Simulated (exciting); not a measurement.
# MgS (Niningerite) (Fm-3m) in exciting: settings compared, part 3 of 3

exciting (release sodium). The steps go on from the part before.

## 4. Density of states, TPSS+TS (volume scaled by 0.92)

input.xml

```xml
<input>
  <title>MgS</title>
  <structure speciespath="./" tshift="false">
    <crystal scale="6.7622622789">
      <basevect>0.000000000000 0.707106781189 0.707106781189</basevect>
      <basevect>0.707106781189 0.000000000000 0.707106781189</basevect>
      <basevect>0.707106781189 0.707106781189 0.000000000000</basevect>
    </crystal>
    <species speciesfile="S.xml" rmt="1.9">
      <atom coord="0.500000000000 0.500000000000 0.500000000000"/>
    </species>
    <species speciesfile="Mg.xml" rmt="2">
      <atom coord="0.000000000000 0.000000000000 0.000000000000"/>
    </species>
  </structure>
  <groundstate do="fromscratch" ngridk="6 6 6" rgkmax="6.5" gmaxvr="14" lmaxapw="10" lmaxmat="10" lmaxvr="8" stype="Fermi Dirac" swidth="0.00183747" nempty="10" ValenceRelativity="zora" epsengy="1e-05" epspot="1e-05" maxscl="60" outputlevel="low">
    <libxc exchange="XC_GGA_X_PBE" correlation="XC_GGA_C_PBE"/>
    <mgga exchange="XC_MGGA_X_TPSS" correlation="XC_MGGA_C_TPSS"/>
  </groundstate>
  <properties>
    <dos nwdos="200" winddos="-0.8 0.6" inttype="tetra" ngrdos="100" nsmdos="1" lmirep="true"/>
    <TSvdW/>
  </properties>
</input>
```

Potentials or basis: all-electron LAPW+lo, shipped species files, valence relativity zora.

Run with:

```
> OMP_NUM_THREADS=1 exciting_smp
```

INFO.OUT:

```text
================================================================================
EXCITING SODIUM started
[... 10 lines left out ...]

 Lattice vectors (cartesian) :
      0.0000000000      4.7816415136      4.7816415136
      4.7816415136      0.0000000000      4.7816415136
      4.7816415136      4.7816415136      0.0000000000

 Reciprocal lattice vectors (cartesian) :
     -0.6570113307      0.6570113307      0.6570113307
      0.6570113307     -0.6570113307      0.6570113307
      0.6570113307      0.6570113307     -0.6570113307

 Unit cell volume                           :     218.6558170435
 Brillouin zone volume                      :       1.1344322634

 Species :    1 (S)
     parameters loaded from                 :    S.xml
     name                                   :    sulphur

     atomic positions (lattice) :
       1 :   0.50000000  0.50000000  0.50000000

 Species :    2 (Mg)
     parameters loaded from                 :    Mg.xml
     name                                   :    magnesium

     atomic positions (lattice) :
       1 :   0.00000000  0.00000000  0.00000000

 Total number of atoms per unit cell        :       2

 Spin treatment                             :    spin-unpolarised

 Number of Bravais lattice symmetries       :      48
 Number of crystal symmetries               :      48

 k-point grid                               :       6    6    6
 Total number of k-points                   :      16
 k-point set is reduced with crystal symmetries

 R^MT_min * |G+k|_max (rgkmax)              :       6.50000000

 G-vector grid sizes                        :      32    32    32
 Total number of G-vectors                  :   10081

 Total nuclear charge                       :     -28.00000000
 Total electronic charge                    :      28.00000000

 Number of empty states                     :      10
 Total number of valence states             :      19

 Exchange-correlation type                  :     100
     libxc; exchange: Tao, Perdew, Staroverov & Scuseria; correlation: Tao, Perdew, Staroverov & Scuseria (see libxc for references)
 GGA functional to construct the basis      :
     libxc; exchange: Perdew, Burke & Ernzerhof; correlation: Perdew, Burke & Ernzerhof (see libxc for references)

 Smearing scheme                            :    Fermi-Dirac
[... 7 lines left out ...]
* Groundstate module started                                                   *
********************************************************************************
 Output level for this task is set to low

++++++++++++++++++++++++++++++++++++++++++++++++++++++++++++++++++++++++++++++++
[... 5 lines left out ...]
+ SCF iteration number :    1                                                  +
++++++++++++++++++++++++++++++++++++++++++++++++++++++++++++++++++++++++++++++++
 Total energy                               :      -601.06954980
 _______________________________________________________________
 Fermi energy                               :         0.22891333
 DOS at Fermi energy (states/Ha/cell)       :         0.00000000
 Electron charge: Core leakage              :         0.00051249

 Estimated fundamental gap                  :         0.14192128
        valence-band maximum at    1      0.0000  0.0000  0.0000
     conduction-band minimum at   13      0.5000  0.5000  0.0000

++++++++++++++++++++++++++++++++++++++++++++++++++++++++++++++++++++++++++++++++
+ SCF iteration number :    2                                                  +
++++++++++++++++++++++++++++++++++++++++++++++++++++++++++++++++++++++++++++++++
 Total energy                               :      -598.35946357
 _______________________________________________________________
 Fermi energy                               :         0.25991437
 DOS at Fermi energy (states/Ha/cell)       :         0.00000000
 Electron charge: Core leakage              :         0.00055448

 Estimated fundamental gap                  :         0.09255996
        valence-band maximum at    1      0.0000  0.0000  0.0000
     conduction-band minimum at   13      0.5000  0.5000  0.0000

 RMS change in effective potential (target) :  0.447061E-01  ( 0.100000E-04)
 Absolute change in total energy   (target) :   2.71009      ( 0.100000E-04)
 Charge distance                   (target) :  0.289981E-01  ( 0.100000E-04)

++++++++++++++++++++++++++++++++++++++++++++++++++++++++++++++++++++++++++++++++
+ SCF iteration number :    3                                                  +
++++++++++++++++++++++++++++++++++++++++++++++++++++++++++++++++++++++++++++++++
 Total energy                               :      -600.82876374
 _______________________________________________________________
 Fermi energy                               :         0.25335251
 DOS at Fermi energy (states/Ha/cell)       :         0.00000000
 Electron charge: Core leakage              :         0.00049419

 Estimated fundamental gap                  :         0.10584899
        valence-band maximum at    1      0.0000  0.0000  0.0000
     conduction-band minimum at   13      0.5000  0.5000  0.0000

 RMS change in effective potential (target) :  0.168858E-01  ( 0.100000E-04)
 Absolute change in total energy   (target) :   2.46930      ( 0.100000E-04)
 Charge distance                   (target) :  0.798533E-02  ( 0.100000E-04)
[... 307 lines left out ...]
++++++++++++++++++++++++++++++++++++++++++++++++++++++++++++++++++++++++++++++++
+ SCF iteration number :   22                                                  +
++++++++++++++++++++++++++++++++++++++++++++++++++++++++++++++++++++++++++++++++
 Total energy                               :      -599.97074823
 _______________________________________________________________
 Fermi energy                               :         0.24597479
 DOS at Fermi energy (states/Ha/cell)       :         0.00000000
 Electron charge: Core leakage              :         0.00052521

 Estimated fundamental gap                  :         0.12044951
        valence-band maximum at    1      0.0000  0.0000  0.0000
     conduction-band minimum at   13      0.5000  0.5000  0.0000

 RMS change in effective potential (target) :  0.175658E-07  ( 0.100000E-04)
 Absolute change in total energy   (target) :  0.673380E-05  ( 0.100000E-04)
 Charge distance                   (target) :  0.314506E-07  ( 0.100000E-04)

++++++++++++++++++++++++++++++++++++++++++++++++++++++++++++++++++++++++++++++++
+ SCF iteration number :   23                                                  +
++++++++++++++++++++++++++++++++++++++++++++++++++++++++++++++++++++++++++++++++
 Total energy                               :      -599.97075136
 _______________________________________________________________
 Fermi energy                               :         0.24597479
 DOS at Fermi energy (states/Ha/cell)       :         0.00000000
 Electron charge: Core leakage              :         0.00052521

 Estimated fundamental gap                  :         0.12044951
        valence-band maximum at    1      0.0000  0.0000  0.0000
     conduction-band minimum at   13      0.5000  0.5000  0.0000

 RMS change in effective potential (target) :  0.642374E-07  ( 0.100000E-04)
 Absolute change in total energy   (target) :  0.312393E-05  ( 0.100000E-04)
 Charge distance                   (target) :  0.152438E-07  ( 0.100000E-04)

++++++++++++++++++++++++++++++++++++++++++++++++++++++++++++++++++++++++++++++++
| Convergency criteria checked for the last 2 iterations                       +
| Convergence targets achieved. Performing final SCF iteration                 +
++++++++++++++++++++++++++++++++++++++++++++++++++++++++++++++++++++++++++++++++
 Total energy                               :      -599.97074976
 _______________________________________________________________
 Fermi energy                               :         0.24597479
 DOS at Fermi energy (states/Ha/cell)       :         0.00000000
 Electron charge: Core leakage              :         0.00052521

 Estimated fundamental gap                  :         0.12044951
        valence-band maximum at    1      0.0000  0.0000  0.0000
     conduction-band minimum at   13      0.5000  0.5000  0.0000

++++++++++++++++++++++++++++++++++++++++++++++++++++++++++++++++++++++++++++++++
[... 12 lines left out ...]
| EXCITING SODIUM stopped                                                      =
================================================================================
```

Run time: 1.8 min. Hardware: 1 thread of Arm Neoverse V1, shared host; peak memory 0.16 GiB.

Results:

```
Band gap on the k mesh     : 3.28 eV, indirect (least direct gap 4.74 eV)
Dispersion energy per atom : -0.321 eV
```

States per cell in windows of 0.5 eV (zero at the valence-band top; states under -8 eV left out):
```
from (eV)  total  S1 p  Mg2 s  S1 d  Mg2 p  S1 s  Mg2 d
     -8.0   0.00  0.00   0.00  0.00   0.00  0.00   0.00
     -7.5   0.00  0.00   0.00  0.00   0.00  0.00   0.00
     -7.0   0.00  0.00   0.00  0.00   0.00  0.00   0.00
     -6.5   0.00  0.00   0.00  0.00   0.00  0.00   0.00
     -6.0   0.00  0.00   0.00  0.00   0.00  0.00   0.00
     -5.5   0.10  0.03   0.01  0.00   0.00  0.00   0.00
     -5.0   0.29  0.09   0.02  0.00   0.00  0.00   0.00
     -4.5   1.10  0.36   0.04  0.00   0.03  0.02   0.00
     -4.0   0.22  0.07   0.01  0.00   0.00  0.01   0.00
     -3.5   0.44  0.16   0.01  0.00   0.01  0.01   0.00
     -3.0   0.57  0.23   0.01  0.00   0.02  0.01   0.00
     -2.5   0.45  0.19   0.01  0.00   0.01  0.01   0.00
     -2.0   0.97  0.44   0.01  0.00   0.02  0.01   0.01
     -1.5   0.72  0.35   0.00  0.00   0.01  0.00   0.01
     -1.0   0.90  0.48   0.00  0.00   0.01  0.00   0.01
     -0.5   0.30  0.17   0.00  0.00   0.00  0.00   0.00
      0.0   0.01  0.00   0.00  0.00   0.00  0.00   0.00
      0.5   0.00  0.00   0.00  0.00   0.00  0.00   0.00
      1.0   0.00  0.00   0.00  0.00   0.00  0.00   0.00
      1.5   0.00  0.00   0.00  0.00   0.00  0.00   0.00
      2.0   0.00  0.00   0.00  0.00   0.00  0.00   0.00
      2.5   0.00  0.00   0.00  0.00   0.00  0.00   0.00
      3.0   0.01  0.00   0.00  0.00   0.00  0.00   0.00
      3.5   0.09  0.00   0.02  0.01   0.00  0.00   0.00
      4.0   0.10  0.00   0.02  0.01   0.00  0.00   0.00
      4.5   0.29  0.01   0.04  0.02   0.01  0.01   0.00
      5.0   0.44  0.02   0.05  0.04   0.02  0.02   0.01
      5.5   0.99  0.06   0.09  0.08   0.04  0.05   0.02
      6.0   0.57  0.04   0.03  0.04   0.02  0.04   0.01
      6.5   0.52  0.05   0.02  0.05   0.02  0.01   0.01
      7.0   0.92  0.09   0.04  0.09   0.05  0.02   0.02
      7.5   0.43  0.03   0.01  0.05   0.04  0.01   0.01
```

Caveat: this version's total energy under meta-GGAs is doubtful, so none is listed; the dispersion energy is computed afterwards and isn't part of the total energy.

## 5. The runs side by side

| task | level | potentials or basis | cell | k mesh | smearing | outputlevel | valence relativity | DOS window about the Fermi level (Ha) | gap on the mesh (eV) |
| --- | --- | --- | --- | --- | --- | --- | --- | --- | --- |
| band structure | LDA | all-electron LAPW+lo, shipped species files with second energy derivatives, valence relativity iora* | as given | 9 × 9 × 9 | fermi-dirac 0.05 eV | normal | iora* | - | 2.70 |
| density of states | PBE | all-electron LAPW+lo, shipped species files with second energy derivatives, valence relativity iora* | atoms moved at random, drawn with an rms of 0.02 Å | 6 × 6 × 6 | methfessel-paxton 0.0272 eV | normal | iora* | [-0.6, 0.5] Ha | 2.79 |
| density of states | TPSS+TS | all-electron LAPW+lo, shipped species files, valence relativity zora | volume scaled by 0.92 | 6 × 6 × 6 | fermi-dirac 0.05 eV | low | zora | [-0.8, 0.6] Ha | 3.28 |

Alike in all rows: no spin polarisation; rgkmax 6.5.

Caveats: the mesh misses the band edges, which the band path finds closer together (some runs); this version's total energy under meta-GGAs is doubtful, so none is listed (some runs); the dispersion energy is computed afterwards and isn't part of the total energy (some runs).

Compare energies only between runs with the same functional and basis.
